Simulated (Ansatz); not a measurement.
Energy ranking of Lu structures

Computed with DFT PBE, scalar-relativistic, plane waves, PAW in Ansatz. Settings: cutoff 420 eV, Γ-centred meshes spaced at most about 0.3 Å⁻¹, and about 0.25 Å⁻¹ or finer for metals (2π included), Gaussian smearing. No spin polarisation.

Energies count from the standard state of Lu at the same level.

All energies are static (0 K, no zero-point motion). Larger cells and other orderings weren't all tried, so the list isn't exhaustive.

Invented guesses were relaxed alike, and ends that match in structure were merged. ΔE counts from the first row. Coordination counts all near atoms (those within 1.25 times the shortest distance at each site). The ends were matched against large subsets of the Crystallography Open Database and the Materials Project, so a missing match doesn't prove that a structure is unreported.

```
#  reached from                type and space group  atoms  Å³/atom  coordination  ΔE (meV/atom)  gap on mesh (eV)  in databases
1   random cell                fcc, Fm-3m (No. 225)      1     28.9         Lu 12              0              0.00      no match
2   random cell  simple hexagonal, P6/mmm (No. 191)      1     31.0          Lu 8            449              0.00      no match
3   random cell       simple cubic, Pm-3m (No. 221)      1     33.0          Lu 6            813              0.00      no match
4   random cell            diamond, Fd-3m (No. 227)      2     50.6          Lu 4           1960              0.00      no match
```

The lowest: Space group Fm-3m (No. 225), cubic, a = 4.872 Å. Around Lu lie 12 Lu at 3.44 Å. Its energy over the standard state is +0.04 eV/atom. So it is a metastable form at best. The Crystallography Open Database (COD) lists this formula in space group No. 194, and no cell compared here matches those entries.

```yaml
crystal:
  lattice:
    - [0.00000, 2.43598, 2.43598]
    - [2.43598, 0.00000, 2.43598]
    - [2.43598, 2.43598, 0.00000]
  atoms:
    - { symbol: Lu, position: [0.00000, 0.00000, 0.00000] }
```

The second: Space group P6/mmm (No. 191), hexagonal, a = 3.308 Å, c = 3.272 Å. Lu has 8 Lu at 3.27–3.31 Å. Counting all near atoms, the first has Lu 12 and the second has Lu 8. Cells relaxed within their symmetry can be saddle points.

```cif
data_structure
_symmetry_space_group_name_H-M 'P 1'
_symmetry_Int_Tables_number 1
_cell_length_a 3.3077
_cell_length_b 3.3077
_cell_length_c 3.2722
_cell_angle_alpha 90.000
_cell_angle_beta 90.000
_cell_angle_gamma 120.000
_cell_volume 31.00
loop_
_atom_site_label
_atom_site_type_symbol
_atom_site_fract_x
_atom_site_fract_y
_atom_site_fract_z
_atom_site_occupancy
Lu1 Lu 0.00000 0.00000 0.50000 1
```

Some types were kept out of the candidates beforehand, so the set may lack a known form.
